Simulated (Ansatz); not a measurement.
Geometry optimisation in Ansatz: input, command and trajectory.

```yaml
crystal:
  lattice:
    - [3.1835163552, 0.0, 0.0]
    - [-1.5917581776, 2.7570060369, 0.0]
    - [0.0, 0.0, 16.95057789]
  atoms:
    - { symbol: W, position: [0.33333333, 0.66666667, 0.0] }
    - { symbol: S, position: [0.66666667, 0.33333333, 0.90799949] }
    - { symbol: S, position: [0.66666667, 0.33333333, 0.09200051] }
basis:
  ecutwfc: 420
kpoints:
  mp_grid: { grid: [12, 12, 2] }
hamiltonian:
  xc: pbe
  dispersion: d3bj
scf:
  occupations: { method: gaussian, width: 0.02 }
output:
  forces: true
  stress: true
  eigenvalues: true
relax:
  adjacent_minimum: "off"
  f_tol: 0.02
  max_steps: 70
  cell: { stress_tol: 0.1 }
```

```bash
ansatz run input.yaml --threads 2 --pin off --max-ram 5120MiB --backend cpu --events-out ev --progress --plain --runs-dir out
```

Method: DFT PBE+D3(BJ), scalar-relativistic, plane waves, PAW in Ansatz 0.2.0.

Of 4 frames 4 are shown, positions in Å and forces in eV/Å; the SCF threshold varies from step to step. Steps run on the plane waves of an earlier cell, with a Pulay correction in the pressure. The basis is chosen afresh for the last frame, the zero of the energies, and can be on the way; energy and pressure step there, also at an unchanged geometry. The mark taken_back stands on steps that the optimiser undid.

```xyz
3
Lattice="3.1835 0.0000 0.0000 -1.5918 2.7570 0.0000 0.0000 0.0000 16.9506" Properties=species:S:1:pos:R:3:forces:R:3 pbc="T T T" step=1 free_energy_over_end_meV_per_atom=2.33 pressure_GPa=-0.23
W     0.0000    1.8380    0.0000    0.0000    0.0000    0.0000
S     1.5918    0.9190   15.3911    0.0000    0.0000   -0.1610
S     1.5918    0.9190    1.5595    0.0000    0.0000    0.1610
3
Lattice="3.1326 0.0000 0.0000 -1.5663 2.7129 0.0000 0.0000 0.0000 16.9505" Properties=species:S:1:pos:R:3:forces:R:3 pbc="T T T" step=2 free_energy_over_end_meV_per_atom=3.40 pressure_GPa=0.11 taken_back
W     0.0000    1.8086    0.0000    0.0000    0.0000    0.0000
S     1.5663    0.9043   15.3518    0.0000    0.0000    0.2550
S     1.5663    0.9043    1.5987    0.0000    0.0000   -0.2550
3
Lattice="3.1597 0.0000 0.0000 -1.5799 2.7364 0.0000 0.0000 0.0000 16.9395" Properties=species:S:1:pos:R:3:forces:R:3 pbc="T T T" step=3 free_energy_over_end_meV_per_atom=-0.05 pressure_GPa=-0.02
W     0.0000    1.8243    0.0000    0.0000    0.0000    0.0000
S     1.5799    0.9121   15.3635    0.0000    0.0000    0.0010
S     1.5799    0.9121    1.5760    0.0000    0.0000   -0.0010
3
Lattice="3.1597 0.0000 0.0000 -1.5799 2.7364 0.0000 0.0000 0.0000 16.9395" Properties=species:S:1:pos:R:3:forces:R:3 pbc="T T T" step=4 free_energy_over_end_meV_per_atom=0.00 pressure_GPa=-0.02
W     0.0000    1.8243    0.0000    0.0000    0.0000    0.0000
S     1.5799    0.9121   15.3635    0.0000    0.0000    0.0010
S     1.5799    0.9121    1.5760    0.0000    0.0000   -0.0010
```

Time: 20 s on 2 threads of Arm Neoverse V1, with other jobs on the host, peak memory 0.42 GiB.

Spin–orbit coupling is left out, which can shift energies with elements as heavy as these.